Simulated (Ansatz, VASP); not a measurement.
# One calculation of TiC, two programs

File INCAR:

```
PREC     = Accurate       # precision mode
ENCUT    = 520            # plane-wave cutoff, eV
EDIFF    = 1E-6           # SCF threshold, eV
ISMEAR   = 0              # smearing method
SIGMA    = 0.014          # smearing width, eV
LREAL    = F              # projectors in reciprocal space
LASPH    = T              # aspherical terms in the spheres
NELM     = 60             # most SCF steps
ALGO     = Normal         # electronic algorithm
ISIF     = 2              # what is computed and relaxed
LWAVE    = F              # write WAVECAR
LCHARG   = T              # write CHGCAR
GGA      = PE             # functional
LELF     = T              # ELF
LVHAR    = T            
NBANDS   = 15             # bands
```

File KPOINTS:

```
regular mesh
0
Gamma
  11 11 11
```

Contents of POSCAR:

```
TiC
1.0
    0.0000000000      2.1657188437      2.1657188437
    2.1657188437      0.0000000000      2.1657188437
    2.1657188437      2.1657188437      0.0000000000
Ti C
1 1
Direct
    0.0000000000      0.0000000000      0.0000000000
    0.5000000000      0.5000000000      0.5000000000
```

Contents of input.yaml:

```yaml
crystal:
  lattice:
    - [0.0, 2.1657188437, 2.1657188437]
    - [2.1657188437, 0.0, 2.1657188437]
    - [2.1657188437, 2.1657188437, 0.0]
  atoms:
    - { symbol: Ti, position: [0.0, 0.0, 0.0] }
    - { symbol: C, position: [0.5, 0.5, 0.5] }
hamiltonian:
  xc: pbe
  pseudopotentials: { kind: paw }
kpoints:
  mp_grid: { grid: [11, 11, 11] }
scf:
  occupations: { method: gaussian, width: 0.014 }
output:
  forces: true
  stress: true
  eigenvalues: true
  write_density: true
  write_potential: true
  elf: true
  volumetric_format: npy
```

The cell is a database's computed one.

Alike in both runs: task single point; functional PBE; k mesh 11 × 11 × 11; occupations gaussian, width 0.014 eV; no spin polarisation.

|  | VASP | Ansatz |
| --- | --- | --- |
| version | VASP 6.6.1 | Ansatz 0.2.0 |
| potentials or method | VASP PAW PBE potentials, release 64 (Ti_sv, C) | Ansatz PAW |
| plane-wave cutoff (eV) | 520 | 420 |
| valence electrons in the cell | 16 | 16 |

|  | VASP | Ansatz | Ansatz less VASP |
| --- | --- | --- | --- |
| gap on the k mesh at the Fermi level (eV) | none | none | - |
| pressure (GPa) | 0.5 | 0.3 | -0.22 |

A gap of «none» marks a metal or a gap that the smearing closes.
